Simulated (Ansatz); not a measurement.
## A series in volume scale on InSb

Periodic Kohn-Sham DFT of a crystal at fixed atoms, scaled to volume_scale times the given cell; pressure positive in compression, energy less spherical unpolarised free atoms, largest_vzz the field gradient of largest size among the nuclei. The results are calculated, by Ansatz 0.2.0.

The cell before it is scaled or strained (space group F-43m, No. 216):
```
InSb
1.0
      0.0000     3.2391     3.2391
      3.2391     0.0000     3.2391
      3.2391     3.2391     0.0000
In Sb
1 1
Direct
  0.00000 0.00000 0.00000
  0.75000 0.75000 0.75000
```

Settings of every row: method frozen-core PAW; functional PBEsol; relativity scalar; k mesh 9x9x9; filling fermi-dirac; smearing width 0.05 eV; wave cutoff 420 eV; paw set soft_2.

Atom start moment: 0 on all atoms.

Limits: PAW files made with PBE; no spin-orbit coupling on heavy atoms; small gap, it may come from the mesh.

```
row  volume scale  V (Å³/atom)  pressure (GPa)
  1          0.94       31.945           4.189
  2          0.96       32.625           2.954
  3          0.98       33.304               ?
  4          0.99       33.644           1.332
  5             1       33.984           0.849
  6          1.01       34.324           0.393
  7          1.02       34.664          -0.037
  8          1.04       35.343          -0.827
  9          1.06       36.023          -1.531
```

Question: what pressure should row 3 give?

Worked fit of pressure. Take u = (V_r/V)^(2/3) − 1 with V_r = 34.154 Å³ an atom, which is twice the finite (Eulerian) strain; such expansions in the strain, on which the Birch-Murnaghan equation of state is built, carry the rest volume and the bulk modulus. The shown rows have u = 0.04558, 0.031, 0.01008, 0.00333, -0.0033, -0.00983, -0.02256, -0.0349. Least squares give pressure = 0.6183 + 68.837 × u + 208.65 × u² GPa; a straight line predicts inner rows, each left out in turn, worse (root mean square 0.11 against 0.0015 GPa). The rows lie off it by 0.000, 0.001, -0.001, -0.001, 0.000, 0.001, 0.001, -0.001. The pressure vanishes at u = -0.0092, or V = 34.63 Å³ an atom, and there the bulk modulus at fixed shape and fractions is B = −V dP/dV = (2/3)(1 + u) dP/du = 42.9 GPa. The withheld row has u = 0.01694, so the fit gives 0.6183 + 68.837 × (0.01694) + 208.65 × (0.01694)² = 1.844 GPa.

The calculation gave 1.843 GPa. The fit lies 0.001 GPa (0.017 % of the column's range) above it, one unit of the last digit.
